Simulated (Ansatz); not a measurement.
A 5-atom cell of BaHfO3 built on tetragonal BaTiO3 (relaxed group Pm-3m), relaxed with r2SCAN. The symmetry is Pm-3m (No. 221, cubic); conventional cell a = 4.177 Å, 14.58 Å³ an atom. Ba has 12 O at 2.95 Å; Hf has 6 O at 2.09 Å; O has 2 Hf at 2.09 Å and 4 Ba at 2.95 Å.

```
Ba Hf O
1.0
     4.17705    0.00000    0.00000
     0.00000    4.17705    0.00000
     0.00000    0.00000    4.17706
Ba Hf O
1 1 3
Direct
  0.50000 0.50000 0.57200
  0.00000 0.00000 0.07200
  0.00000 0.50000 0.07200
  0.50000 0.00000 0.07200
  0.00000 0.00000 0.57200
```

The questions ask for values computed with the PAW code Ansatz on this geometry. No magnetic order. The prototype was imposed, so other structures may be more stable.

Problem. What gap does PBE give, and where are the band edges?

Solution. With PBE the valence top lies at R and the conduction bottom at Γ, 3.66 eV higher; the smallest vertical gap, at Γ, is 3.77 eV.

Problem. Estimate the gap with PBE+SOC on 6×6×6.

Solution. With PBE+SOC the valence top lies at R and the conduction bottom at Γ, 3.58 eV higher; the smallest vertical gap, at Γ, is 3.61 eV. The gap differs by -0.08 eV from PBE's.

Problem. What does r2SCAN give for the gap (6×6×6 mesh)?

Solution. r2SCAN gives an indirect gap of 4.19 eV, from R to Γ; the least direct gap is 4.32 eV at Γ. The gap differs by +0.53 eV from PBE's.

Problem. What does HSE06 give for the gap (4×4×4 mesh)?

Solution. The HSE06 gap is indirect, 5.18 eV (R to Γ), below the direct gap of 5.34 eV at Γ. The gap differs by +1.52 eV from PBE's.

Problem. Estimate the gap with PBE0 on 4×4×4.

Solution. With PBE0 the valence top lies at R and the conduction bottom at Γ, 5.93 eV higher; the smallest vertical gap, at Γ, is 6.09 eV. The gap differs by +2.27 eV from PBE's.

Only the levels marked +SOC include spin-orbit coupling.

The meshes of the hybrids are coarse, so their gaps aren't converged to the digits shown.
